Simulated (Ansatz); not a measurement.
# CdSe: the cost of one run

Program: Ansatz 0.2.0. Level of theory: DFT PBE, scalar-relativistic. These are calculated values, not measurements.

## Step 1: Starting point

It takes space group F-43m (No. 216, cubic). Conventional cell: a = 6.141 Å, b = 6.141 Å, c = 6.141 Å, α = 90.00°, β = 90.00°, γ = 90.00°. Cd (site symmetry -43m) has 4 Se at 2.66 Å as nearest neighbours. Around Se (site symmetry -43m) lie 4 Cd at 2.66 Å.

Structure file:

```
Cd Se
1.0
     0.00000    3.07027    3.07027
     3.07027    0.00000    3.07027
     3.07027    3.07027    0.00000
Cd Se
1 1
Cartesian
  0.0000 0.0000 0.0000
  1.5351 1.5351 1.5351
```

Atoms are numbered in the order of the input: Cd1, Se2.

## Step 2: The deformed structure

Space group F-43m before, I-4m2 after.

## Step 3: All-electron LAPW

The input, input.yaml:

```yaml
crystal:
  lattice:
    - [0.0, 3.0702711986, 3.0088657746]
    - [3.0702711986, 0.0, 3.0088657746]
    - [3.0702711986, 3.0702711986, 0.0]
  atoms:
    - { symbol: Cd, position: [0.0, 0.0, 0.0] }
    - { symbol: Se, position: [0.25, 0.25, 0.25] }
kpoints:
  mp_grid: { grid: [8, 8, 8] }
  band_path:
    path:
      - [0.0, 0.0, 0.0]
      - [0.0, 0.5, 0.5]
      - [0.25, 0.75, 0.5]
      - [0.0, 0.5, 0.0]
      - [0.0, 0.0, 0.0]
      - [0.5, 0.5, 0.0]
      - [0.3801541025, 0.6198458975, 0.0]
      - [-0.3801541025, 0.3801541025, 0.0]
      - [0.0, 0.0, 0.0]
    npoints: 5
scf:
  occupations: { method: fermi_dirac, width: 0.03 }
hamiltonian:
  xc: pbe
  pseudopotentials: { kind: all_electron, lapw: { basis_error: 0.001 } }
output:
  forces: true
  stress: true
  eigenvalues: true
```

Launch:

```console
> ansatz run input.yaml --threads 1 --pin off --max-ram 3072MiB --backend cpu --events-out ev --progress --plain --runs-dir out
```

**Question.** How long does this run take on 1 thread of Intel Xeon Platinum 8488C (Sapphire Rapids), shared host, and how much memory does it need?

About 22 s, with a peak of 0.4 GiB.
